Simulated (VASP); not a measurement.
A run of VASP 6.6.1 is set up as follows.

The input POSCAR:

```
KBr
1.0
    0.0000000000      3.2945409700      3.2945409700
    3.2945409700      0.0000000000      3.2945409700
    3.2945409700      3.2945409700      0.0000000000
K Br
1 1
Direct
    0.0000000000      0.0000000000      0.0000000000
    0.5000000000      0.5000000000      0.5000000000
```

INCAR.step1

```
SYSTEM = KBr
ALGO = Normal
EDIFF = 1E-4
ENCUT = 600
GGA = PE
ISMEAR = 0
LASPH = .True.
LCHARG = .False.
LREAL = .False.
LWAVE = .True.
NELM = 100
PREC = Accurate
SIGMA = 0.02
```

Contents of INCAR.step2:

```
SYSTEM = KBr
ALGO = Normal
EDIFF = 1E-6
EDIFFG = -0.005
ENCUT = 600
IBRION = 2
ISIF = 3
ISMEAR = 0
ISTART = 1
LASPH = .True.
LCHARG = .False.
LMIXTAU = .True.
LREAL = .False.
LWAVE = .False.
METAGGA = R2SCAN
NELM = 100
NSW = 100
PREC = Accurate
SIGMA = 0.02
```

The input KPOINTS:

```
k-points
0
Gamma
  6 6 6
  0 0 0
```

Potentials or basis: VASP PAW PBE potentials, release 64 (K_sv, Br).

Command:

```bash
$ cat potpaw_PBE.64/K_sv/POTCAR potpaw_PBE.64/Br/POTCAR > POTCAR
$ cp INCAR.step1 INCAR
$ mpirun -np 1 vasp_std > vasp.out
$ cp INCAR.step2 INCAR
$ mpirun -np 1 vasp_std > vasp.out
```

(1) What does it give for the band gap on the k mesh?

(2) Predict the space group after relaxing (to 0.05 Å).

(3) Estimate the relaxed cell.

Results:

(1) 5.07 eV, direct.

(2) Fm-3m (No. 225).

(3) a = 4.675 Å, b = 4.675 Å, c = 4.675 Å, α = 60.00°, β = 60.00°, γ = 60.00°.
